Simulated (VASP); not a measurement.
# PtSe2 (P-3m1) in VASP: band structure with PBE+D3(BJ)

Aim: the band structure of PtSe2 with PBE+D3(BJ).

Program: VASP 6.6.1. These are calculated values, not measurements. Logs are shortened: lines on timing, memory, paths and dates and some standing lists are left out, and cuts for length are marked.

### Step 1. Starting point

It takes space group P-3m1 (No. 164, trigonal). Conventional cell: a = 3.712 Å, b = 3.712 Å, c = 4.972 Å, α = 90.00°, β = 90.00°, γ = 120.00°. Around Pt (site symmetry -3m) lie 6 Se at 2.52 Å. Around Se (site symmetry 3m) lie 3 Pt at 2.52 Å.

### Step 2. Band structure, PBE+D3(BJ)

The input, POSCAR:

```
PtSe2                                   
1.0
    3.7119040342     -0.0000000000      0.0000000000
   -1.8559520172      3.2146031865      0.0000000000
    0.0000000000      0.0000000000      4.9722740246
  Pt              Se            
     1     2
Direct
     0.0000000000000000    0.0000000000000000    0.0000000000000000
     0.3333333300000021    0.6666666699999979    0.2647253817393377
     0.6666666699999979    0.3333333300000021    0.7352746182606623
```

The input, INCAR.step1:

```
SYSTEM = PtSe2
ALGO = Normal
EDIFF = 1E-7
ENCUT = 520
GGA = PE
ISIF = 2
ISMEAR = 0
IVDW = 12
LASPH = .True.
LCHARG = .True.
LMAXMIX = 4
LREAL = .False.
LWAVE = .False.
NELM = 80
PREC = Accurate
SIGMA = 0.02
```

The input, KPOINTS.step1:

```
k-points
0
Gamma
  3 3 1
  0 0 0
```

The input, INCAR.step2:

```
SYSTEM = PtSe2
ALGO = Normal
EDIFF = 1E-7
ENCUT = 520
GGA = PE
ICHARG = 11
ISIF = 2
ISMEAR = 0
IVDW = 12
LASPH = .True.
LCHARG = .False.
LMAXMIX = 4
LREAL = .False.
LWAVE = .False.
NELM = 80
PREC = Accurate
SIGMA = 0.05
```

The input, KPOINTS.step2:

```
path GMKGALHA,LM,KH
20
line-mode
reciprocal
 0.0000000000  0.0000000000  0.0000000000  G
 0.5000000000  0.0000000000  0.0000000000  M

 0.5000000000  0.0000000000  0.0000000000  M
 0.3333333333  0.3333333333  0.0000000000  K

 0.3333333333  0.3333333333  0.0000000000  K
 0.0000000000  0.0000000000  0.0000000000  G

 0.0000000000  0.0000000000  0.0000000000  G
 0.0000000000  0.0000000000  0.5000000000  A

 0.0000000000  0.0000000000  0.5000000000  A
 0.5000000000  0.0000000000  0.5000000000  L

 0.5000000000  0.0000000000  0.5000000000  L
 0.3333333333  0.3333333333  0.5000000000  H

 0.3333333333  0.3333333333  0.5000000000  H
 0.0000000000  0.0000000000  0.5000000000  A

 0.5000000000  0.0000000000  0.5000000000  L
 0.5000000000  0.0000000000  0.0000000000  M

 0.3333333333  0.3333333333  0.0000000000  K
 0.3333333333  0.3333333333  0.5000000000  H
```

Potentials or basis: VASP PAW PBE potentials, release 64 (Pt, Se).

On the command line:

```bash
$ cat potpaw_PBE.64/Pt/POTCAR potpaw_PBE.64/Se/POTCAR > POTCAR
$ cp INCAR.step1 INCAR
$ cp KPOINTS.step1 KPOINTS
$ mpirun -np 1 vasp_std > vasp.out
$ cp INCAR.step2 INCAR
$ cp KPOINTS.step2 KPOINTS
$ mpirun -np 1 vasp_std > vasp.out
```

OUTCAR:

```text
SYSTEM = PtSe2
   EDIFF = 1E-7
   ENCUT = 520
   GGA = PE
   ICHARG = 11
   ISIF = 2
   ISMEAR = 0
   IVDW = 12
   LASPH = .True.
   LREAL = .False.
   NELM = 80
   PREC = Accurate
 IVDW          = 12

 ion  position               nearest neighbor table
   1  0.000  0.000  0.000-   2 2.52   3 2.52   2 2.52   3 2.52   3 2.52   2 2.52
   2  0.333  0.667  0.265-   1 2.52   1 2.52   1 2.52
   3  0.667  0.333  0.735-   1 2.52   1 2.52   1 2.52

  LATTYP: Found a hexagonal cell.
 ALAT       =     3.7119040342
 C/A-ratio  =     1.3395481076

  Lattice vectors:

 A1 = (   3.7119040342,   0.0000000000,   0.0000000000)
 A2 = (  -1.8559520172,   3.2146031865,   0.0000000000)
 A3 = (   0.0000000000,   0.0000000000,   4.9722740246)

Analysis of symmetry for initial positions (statically):
=====================================================================
 Subroutine PRICEL returns:
 Original cell was already a primitive cell.

 Routine SETGRP: Setting up the symmetry group for a
 hexagonal supercell.

 Subroutine GETGRP returns: Found 12 space group operations
 (whereof 12 operations were pure point group operations)
 out of a pool of 24 trial point group operations.

The static configuration has the point symmetry D_3d.

Analysis of symmetry for dynamics (positions and initial velocities):
=====================================================================
 Subroutine PRICEL returns:
 Original cell was already a primitive cell.

 Routine SETGRP: Setting up the symmetry group for a
 hexagonal supercell.

 Subroutine GETGRP returns: Found 12 space group operations
 (whereof 12 operations were pure point group operations)
 out of a pool of 24 trial point group operations.

The dynamic configuration has the point symmetry D_3d.

 Subroutine INISYM returns: Found 12 space group operations
 (whereof 12 operations are pure point group operations),
 and found     1 'primitive' translations

----------------------------------------------------------------------------------------

                                     Primitive cell

  volume of cell :      59.3307

  direct lattice vectors                    reciprocal lattice vectors
     3.711904034  0.000000000  0.000000000     0.269403517  0.155540193  0.000000000
    -1.855952017  3.214603187  0.000000000     0.000000000  0.311080386  0.000000000
     0.000000000  0.000000000  4.972274025     0.000000000  0.000000000  0.201115223

  length of vectors
     3.711904034  3.711904031  4.972274025     0.311080386  0.311080386  0.201115223

  position of ions in fractional coordinates (direct lattice)
     0.000000000  0.000000000  0.000000000
     0.333333330  0.666666670  0.264725382
     0.666666670  0.333333330  0.735274618

  ion indices of the primitive-cell ions
   primitive index   ion index
                 1           1
                 2           2
                 3           3

----------------------------------------------------------------------------------------

 KPOINTS: path GMKGALHA,LM,KH

Interpolating k-points between supplied coordinates.

 Line segments in fractional coordinates (reciprocal lattice):
    0.000000  0.000000  0.000000  ...  0.500000  0.000000  0.000000
    0.500000  0.000000  0.000000  ...  0.333333  0.333333  0.000000
    0.333333  0.333333  0.000000  ...  0.000000  0.000000  0.000000
    0.000000  0.000000  0.000000  ...  0.000000  0.000000  0.500000
    0.000000  0.000000  0.500000  ...  0.500000  0.000000  0.500000
    0.500000  0.000000  0.500000  ...  0.333333  0.333333  0.500000
    0.333333  0.333333  0.500000  ...  0.000000  0.000000  0.500000
    0.500000  0.000000  0.500000  ...  0.500000  0.000000  0.000000
    0.333333  0.333333  0.000000  ...  0.333333  0.333333  0.500000

 Generated    20 points on each line segment, for a total of    180 k-points:

 Following reciprocal coordinates:
            Coordinates               Weight
  0.000000  0.000000  0.000000      0.005556
  0.026316  0.000000  0.000000      0.005556
  0.052632  0.000000  0.000000      0.005556
  0.078947  0.000000  0.000000      0.005556
  0.105263  0.000000  0.000000      0.005556
  0.131579  0.000000  0.000000      0.005556
[... 16 lines left out ...]
  0.482456  0.035088  0.000000      0.005556
  0.473684  0.052632  0.000000      0.005556
 [... further k-points ...]
   k-points           NKPTS =    180   k-points in BZ     NKDIM =    180   number of bands    NBANDS=     15
   number of dos      NEDOS =    301   number of ions     NIONS =      3
   total plane-waves  NPLWV =  31360
   dimension x,y,z NGX =    28 NGY =   28 NGZ =   40
   dimension x,y,z NGXF=    56 NGYF=   56 NGZF=   80
   ions per type =               1   2
   NGX,Y,Z   is equivalent  to a cutoff of  12.54, 12.54, 13.37 a.u.
   NGXF,Y,Z  is equivalent  to a cutoff of  25.08, 25.08, 26.75 a.u.
 SYSTEM =  PtSe2
   PREC   = accura    normal or accurate (medium, high low for compatibility)
   ISTART =      0    job   : 0-new  1-cont  2-samecut
   ICHARG =     11    charge: 1-file 2-atom 10-const
   ISPIN  =      1    spin polarized calculation?
   LNONCOLLINEAR =      F non collinear calculations
   LSORBIT =      F    spin-orbit coupling
   LASPH  =      T    aspherical Exc in radial PAW
   ENCUT  =  520.0 eV  38.22 Ry    6.18 a.u.   6.90  6.90  9.25*2*pi/ulx,y,z
   NELM   =     80;   NELMIN=  2; NELMDL=  0     # of ELM steps
   EDIFF  = 0.1E-06   stopping-criterion for ELM
   LREAL  =      F    real-space projection
   EDIFFG = 0.1E-05   stopping-criterion for IOM
   NSW    =      0    number of steps for IOM
   IBRION =     -1    ionic relax: 0-MD 1-quasi-New 2-CG
   NFREE  =      0    steps in history (QN), initial steepest desc. (CG)
   ISIF   =      2    stress and relaxation
   ISYM   =      2    0-nonsym 1-usesym 2-fastsym
   POTIM  = 0.5000    time-step for ionic-motion
   TEBEG  =    0.0;   TEEND  =   0.0 temperature during run
   PSTRESS=    0.0 pullay stress
   NELECT =      22.0000    total number of electrons
   NUPDOWN=      -1.0000    fix difference up-down
   EMIN   =  10.00;   EMAX   =-10.00  energy-range for DOS
   EFERMI =   0.00;   METHOD = LEGACY
   ISMEAR =     0;   SIGMA  =   0.05  broadening in eV -4-tet -1-fermi 0-gaus
   EFERMI_NEDOS =   21; number of points for ismear=-14 and -15
   IALGO  =     38    algorithm
   IMIX   =      4    mixing-type and parameters
     AMIX     =   0.40;   BMIX     =  1.00
     AMIX_MAG =   1.60;   BMIX_MAG =  1.00
  volume/ion in A,a.u.               =      19.78       133.46
  Fermi-wavevector in a.u.,A,eV,Ry     =   1.176132  2.222567 18.820750  1.383286
  Thomas-Fermi vector in A             =   2.312501
   LORBIT       =      0    0 simple, 1 ext, 2 COOP (PROOUT), +10 PAW based schemes
   GGA     = PE    functional components
   LHFCALC =     F    Hartree Fock is set to
   AEXX    =    0.0000 exact exchange contribution
   IVDW    =    12    specifies the selected vdW correction
   LEPSILON=     F    determine dielectric tensor
   LRPA    =     F    only Hartree local field effects (RPA)
 non-spin polarized calculation
 Gauss-broadening in eV      SIGMA  =   0.05
  energy-cutoff  :      520.00
  volume of cell :       59.33
 maximum number of plane-waves:      1626
 NGX is ok and might be reduce to    28

 number of electron      21.9999999 magnetization

 Free energy of the ion-electron system (eV)
  ---------------------------------------------------
  ext. energy  EPLUGINS =         0.00000000
  ---------------------------------------------------
  free energy    TOTEN  =       -13.91576016 eV

  energy without entropy =      -13.91342698  energy(sigma->0) =      -13.91459357

 E-fermi :   6.7225     XC(G=0): -10.8253

 val. band max:        6.7187723045   @ k =   0.3158   0.3158   0.0000
 cond. band min:       6.7309115380   @ k =   0.0000   0.0000   0.1579
 fundamental gap:      0.0121392335
 Fermi energy:         6.7224510575

 k-point     1 :       0.0000    0.0000    0.0000
  band No.  band energies     occupation
      1      -8.9468      2.00000
      2      -6.0243      2.00000
      3      -0.5553      2.00000
      4       0.5118      2.00000
      5       0.5118      2.00000
      6       2.8411      2.00000
      7       2.8411      2.00000
      8       4.0840      2.00000
      9       5.8180      2.00000
     10       5.8180      2.00000
     11       7.3825      0.00000
     12       7.9247      0.00000
     13       7.9247      0.00000
     14      10.2932      0.00000
     15      10.9954      0.00000

 k-point     2 :       0.0263    0.0000    0.0000
  band No.  band energies     occupation
      1      -8.9390      2.00000
      2      -6.0279      2.00000
      3      -0.5454      2.00000
      4       0.5166      2.00000
      5       0.5175      2.00000
      6       2.8318      2.00000
      7       2.8356      2.00000
      8       4.0713      2.00000
      9       5.7760      2.00000
     10       5.8072      2.00000
     11       7.3006      0.00000
     12       7.9322      0.00000
     13       7.9763      0.00000
     14      10.3533      0.00000
     15      11.0453      0.00000
[... 365 lines left out ...]
      3      -0.4788      2.00000
      4       1.1034      2.00000
      5       1.4611      2.00000
      6       2.7410      2.00000
      7       2.8164      2.00000
      8       2.9976      2.00000
      9       3.4325      2.00000
     10       3.4591      2.00000
     11       3.9900      2.00000
     12       7.2405      0.00000
     13       9.0812      0.00000
     14      11.7732      0.00000
     15      12.8111      0.00000

 k-point    24 :       0.4737    0.0526    0.0000
  band No.  band energies     occupation
      1      -7.1074      2.00000
      2      -6.9186      2.00000
      3      -0.4692      2.00000
      4       1.0772      2.00000
      5       1.4717      2.00000
      6       2.7050      2.00000
      7       2.8181      2.00000
      8       2.8653      2.00000
      9       3.4580      2.00000
     10       3.4828      2.00000
     11       4.1501      2.00000
     12       7.2258      0.00000
     13       8.9775      0.00000
     14      11.7190      0.00000
     15      12.9332      0.00000

 [... further k-points ...]

------------------------ aborting loop because EDIFF is reached ----------------------------------------

 Edisp (eV)   -1.47087

 E8    (eV) :    -0.6317

  FORCE on cell =-STRESS in cart. coord.  units (eV):
  Direction    XX          YY          ZZ          XY          YZ          ZX
  --------------------------------------------------------------------------------------
  -------------------------------------------------------------------------------------
  Total       2.53778     2.53778     0.94089    -0.00000     0.00000    -0.00000
  in kB      68.53061    68.53061    25.40802    -0.00000     0.00000    -0.00000
  external pressure =       54.16 kB  Pullay stress =        0.00 kB

 VOLUME and BASIS-vectors are now :
 -----------------------------------------------------------------------------
  energy-cutoff  :      520.00
  volume of cell :       59.33
      direct lattice vectors                 reciprocal lattice vectors
     3.711904034  0.000000000  0.000000000     0.269403517  0.155540193  0.000000000
    -1.855952017  3.214603187  0.000000000     0.000000000  0.311080386  0.000000000
     0.000000000  0.000000000  4.972274025     0.000000000  0.000000000  0.201115223

 POSITION                                       TOTAL-FORCE (eV/Angst)
 -----------------------------------------------------------------------------------
      0.00000      0.00000      0.00000         0.000000      0.000000      0.000000
     -0.00000      2.14307      1.31629        -0.000000      0.000000     -0.374951
      1.85595      1.07153      3.65599         0.000000     -0.000000      0.374951
 -----------------------------------------------------------------------------------
    total drift:                               -0.000000     -0.000000     -0.000000

  FREE ENERGIE OF THE ION-ELECTRON SYSTEM (eV)
  ---------------------------------------------------
  free  energy   TOTEN  =       -15.3866293336 eV

  energy  without entropy=      -15.3842961612  energy(sigma->0) =      -15.38546275
```

It took 62 s on 1 thread of AMD EPYC 7R13 (Zen 3), shared host; peak memory 0.28 GiB.

What came out:

```yaml
Band_gap_along_the_path: none (metal or under the smearing width)
Dispersion_energy_per_atom: -0.490 eV
```

Levels at the corners of the path, in eV from the Fermi level:
```csv
point,band 8,band 9,band 10,band 11,band 12,band 13,band 14,band 15
Γ,-2.58,-0.85,-0.85,0.72,1.26,1.26,3.63,4.33
M,-3.44,-3.28,-3.23,-2.86,0.59,2.50,5.15,6.04
M,-3.44,-3.28,-3.23,-2.86,0.59,2.50,5.15,6.04
K,-3.55,-2.44,-1.61,-1.61,0.01,0.01,3.80,7.90
K,-3.55,-2.44,-1.61,-1.61,0.01,0.01,3.80,7.90
Γ,-2.58,-0.85,-0.85,0.72,1.26,1.26,3.63,4.33
Γ,-2.58,-0.85,-0.85,0.72,1.26,1.26,3.63,4.33
A,-2.98,-1.67,-1.48,-1.48,2.39,2.39,5.04,6.67
A,-2.98,-1.67,-1.48,-1.48,2.39,2.39,5.04,6.68
L,-3.29,-3.02,-2.43,-1.19,0.75,1.64,4.77,4.88
L,-3.29,-3.02,-2.43,-1.19,0.75,1.64,4.77,4.88
H,-4.35,-3.46,-2.45,-2.45,2.29,2.29,6.72,7.39
H,-4.35,-3.46,-2.45,-2.45,2.29,2.29,6.72,7.39
A,-2.98,-1.67,-1.48,-1.48,2.39,2.39,5.04,6.68
L,-3.29,-3.02,-2.43,-1.19,0.75,1.64,4.77,4.88
M,-3.44,-3.28,-3.23,-2.86,0.59,2.50,5.15,6.04
K,-3.55,-2.44,-1.61,-1.61,0.01,0.01,3.80,7.90
H,-4.35,-3.46,-2.45,-2.45,2.29,2.29,6.72,7.39
```

Caveat: the k mesh is coarse (spacing up to 1.26 Å⁻¹), so the values aren't converged; the log is that of the step along the path at fixed density, whose energy, stress, charges and moments have no meaning; spin-orbit coupling is left out, which moves the levels of the heavy elements; pairwise dispersion overbinds metals, which lowers pressure and volume.
